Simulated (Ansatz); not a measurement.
Runs of Ansatz 0.2.0 on Os. It takes space group P6_3/mmc (No. 194, hexagonal). Conventional cell: a = 2.734 Å, b = 2.734 Å, c = 4.320 Å, α = 90.00°, β = 90.00°, γ = 120.00°. Os (site symmetry -6m2) has 12 Os at 2.68 to 2.73 Å as nearest neighbours. 

```csv
task,level,potentials or basis,spin,cell,k mesh,cutoff (eV),points for each segment of the path,atoms under strain,gap on the mesh (eV),pressure (GPa),V0 of scaled cells (Å³/atom),relaxed volume (Å³/atom),B0 (GPa)
band structure,BPBE,Ansatz PAW,off,as given,11 × 11 × 6,420,14,-,none,(b),-,-,-
equation of state,PBEsol,PseudoDojo PBEsol stringent,off,as given,11 × 11 × 6,1007,-,-,-,-,(a),-,432
relaxation of cell and atoms,BLYP,Ansatz PAW,off,relaxed,11 × 11 × 6,420,-,-,none,0.0,-,(c),-
relaxation of cell and atoms,r2SCAN+D3(BJ),Ansatz PAW,off,relaxed,11 × 11 × 6,500,-,-,-,0.0,-,13.90,-
elastic constants,r2SCAN,Ansatz PAW,off,as given,9 × 9 × 5,500,-,clamped,none,0.7,-,-,-
equation of state,PBEsol,Ansatz PAW,"SOC, no magnetisation",as given,11 × 11 × 6,420,-,-,-,-,13.90,-,427
equation of state,RPBE+D4,Ansatz PAW,off,as given,11 × 11 × 6,420,-,-,-,-,13.96,-,422
```

Alike in all rows: smearing fermi-dirac 0.05 eV.

Question: Estimate the missing entries.

Answer: (a) 13.88; (b) 8.9; (c) 14.91.

Caveats: the PAW data sets come from PBE, with cores solved anew for the run's functional, which leaves a small shift of forces and pressure (some runs); the cell was scaled at fixed shape and fractional positions, which overstates the stiffness of a crystal with free parameters, most of all of layers and chains (some runs); the plane-wave basis is chosen anew once the cell has moved, so the energies of steps on either side of that aren't comparable (some runs); spin-orbit coupling is left out, which moves the levels of the heavy elements (some runs); the dispersion damping was fitted for another functional or another form of the correction (some runs); elastic constants of metals need much finer meshes, so these are rough (some runs); the potentials were made for another functional, which shifts forces and pressure (some runs).

A k mesh can miss the band edges, and rows without SOC leave out spin-orbit coupling on Os.

A gap of «none» marks a metal or a gap under the smearing width.

Runs at the PBE level aren't shown here.
